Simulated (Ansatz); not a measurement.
# Gap against strain: armchair MoS2 nanoribbon (N = 8, bare edges)

**Method.** Ansatz 0.2.0, plane waves with PAW datasets, PBE, Fermi-Dirac smearing of 0.05 eV, no spin-orbit coupling. The period is scaled from its relaxed value of 5.471 Å and the atoms relax, within the symmetry of the start, at each strain ε (in %); gaps, in eV, are read on a band path.

```tsv
period (Å)	energy (eV a cell)	place of the conduction minimum (Γ = 0, Z = 1)	ε	gap
5.252	+0.345	0.00	−4	0.475
5.362	+0.085	0.00	−2	0.506
5.471	0.000	0.00	0	0.5297
5.690	+0.307	0.00	4	0.564
5.799	+0.668	0.00	6	0.488
```

One run is withheld: period (Å) = 5.580, with ε = 2. Fit a straight line gap = a + b × ε to the 5 rows shown and predict it.

**Fit.** The means are 0.8 for ε and 0.5125 for gap. The sum of products of deviations is 0.2218 and the sum of squares in ε is 68.8, so b = 0.2218 / 68.8 = 0.003224 and a = 0.5125 − (0.003224) × 0.8 = 0.51. The residuals' standard deviation, with 3 degrees of freedom, is σ = 0.038.

**Prediction.** gap = 0.51 + (0.003224) × 2 = 0.5164. The run gave 0.551, so the prediction less the run is −0.035. The standard error of a prediction there, σ√(1 + 1/5 + (2 − 0.8)²/68.8), is 0.042, and the miss is 0.83 times that, for a point between the fitted rows. With so few rows σ is itself uncertain. The slope is only 0.7 times its own standard error, so the line says little more than the mean does.

The gap does not move one way: it turns somewhere between ε = 2 and 6 %, and the true extreme can lie between the rows, beyond the values shown.

Caveats: Kohn-Sham gaps of a wire among periodic images, which in a check on one flat ribbon (7 Å apart) lowered the gap by 0.2 eV and flattened the slope; the slope b × 100 is a mean deformation potential of the gap, in eV per unit strain. Between neighbouring runs it lies between −3.8 and 1.6 eV, so a bend, a kink or scatter between runs makes one line a rough account. The unstrained row comes from a denser mesh than the others, which shifts its energy a little. Series of this kind are told only where this holds: a gap at every strain (compound wires with polar facets were set aside first). 88 of 101 did.

[Logs are printed without paths, hosts, clocks, repeated set-up lines and the standing remarks that a program may print on its own settings, such as how far it seeks lower states.]
